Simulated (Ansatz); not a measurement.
# AgCl: the cost of one run

Program: Ansatz 0.2.0. Level of theory: reference: DFT, HSE06, plane waves, PAW. These are calculated values, not measurements.

4 further runs of the same task are left out: 1 for a known fault of the program, 3 that didn't finish.

## (1) The structure to begin with

Symmetry: Fm-3m, No. 225, cubic system. The conventional cell has a = 5.546 Å, b = 5.546 Å, c = 5.546 Å, α = 90.00°, β = 90.00°, γ = 90.00°. Ag (site symmetry m-3m) has 6 Cl at 2.77 Å as nearest neighbours. Cl (site symmetry m-3m) is surrounded by 6 Ag at 2.77 Å.

Coordinates:

```
CELL_PARAMETERS angstrom
0.00000 2.77318 2.77318
2.77318 0.00000 2.77318
2.77318 2.77318 0.00000
ATOMIC_POSITIONS crystal
Ag 0.00000 0.00000 0.00000
Cl 0.50000 0.50000 0.50000
```

## (2) The reference run

The input, input.yaml:

```yaml
crystal:
  lattice:
    - [0.0, 2.7731838142, 2.7731838142]
    - [2.7731838142, 0.0, 2.7731838142]
    - [2.7731838142, 2.7731838142, 0.0]
  atoms:
    - { symbol: Ag, position: [0.0, 0.0, 0.0] }
    - { symbol: Cl, position: [0.5, 0.5, 0.5] }
kpoints:
  mp_grid: { grid: [4, 4, 4] }
hamiltonian:
  xc: hse06
scf:
  occupations: { method: fixed }
  n_extra_bands: 4
output:
  forces: true
  stress: true
  eigenvalues: true
```

The run is started by

```sh
> ansatz run input.yaml --threads 4 --pin off --max-ram 3686MiB --backend cpu --events-out ev --progress --plain --runs-dir out
```

**Question.** How long does this run take on 4 threads of an x86-64 CPU, shared host, and how much memory does it need?

About 12 s, with a peak of 0.66 GiB.
